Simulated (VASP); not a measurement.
Here is a VASP 6.6.1 calculation.

Contents of INCAR:

```
SYSTEM = Ta
  ALGO = Fast
  EDIFF = 1E-6
  EDIFFG = -0.01
  ENCUT = 600
  GGA = PE
  IBRION = 2
  ISIF = 3
  ISMEAR = 0
  LASPH = .TRUE.
  LCHARG = .FALSE.
  LREAL = .FALSE.
  LWAVE = .FALSE.
  NELM = 100
  NSW = 100
  PREC = Accurate
  SIGMA = 0.1
```

Contents of KPOINTS:

```
k-points
0
G
  21 21 20
  0 0 0
```

File POSCAR:

```
Ta
1.0
    2.9038801797      0.0000000000      0.0000000000
   -1.4519400898      2.5148340051      0.0000000000
    0.0000000000      0.0000000000      2.7237727055
Ta
1
Direct
    0.0000000000      0.0000000000      0.5000000000
```

Potentials or basis: VASP PAW PBE potentials, release 64 (Ta_pv).

Launch:

```sh
$ cat potpaw_PBE.64/Ta_pv/POTCAR > POTCAR
$ mpirun -np 1 vasp_std > vasp.out
```

Predict the space group after relaxing (to 0.05 Å).

P6/mmm (No. 191).

Predict the relaxed cell.

a = 2.889 Å, b = 2.889 Å, c = 2.735 Å, α = 90.00°, β = 90.00°, γ = 120.00°.

What does it give for the band gap on the k mesh?

None (metal or under the smearing width).

Step by step:
```
step  energy change (eV)  largest force (eV/Å)  pressure (GPa)  volume (Å³)
   1              0.0000                0.0000           -0.99        19.89
   2              0.0027                0.0000            2.04        19.54
   3             -0.0019                0.0000            0.09        19.75
   4             -0.0019                0.0000            0.15        19.75
   5             -0.0018                0.0000           -0.16        19.78
   6             -0.0019                0.0000            0.05        19.76
   7             -0.0019                0.0000            0.07        19.76
   8             -0.0019                0.0000           -0.04        19.77
   9             -0.0019                0.0000           -0.01        19.77
  10             -0.0019                0.0000           -0.03        19.76
  11             -0.0019                0.0000            0.00        19.76
  12             -0.0019                0.0000            0.02        19.76
  13             -0.0019                0.0000            0.02        19.76
```

Spin-orbit coupling is left out, which matters for the levels of Ta.
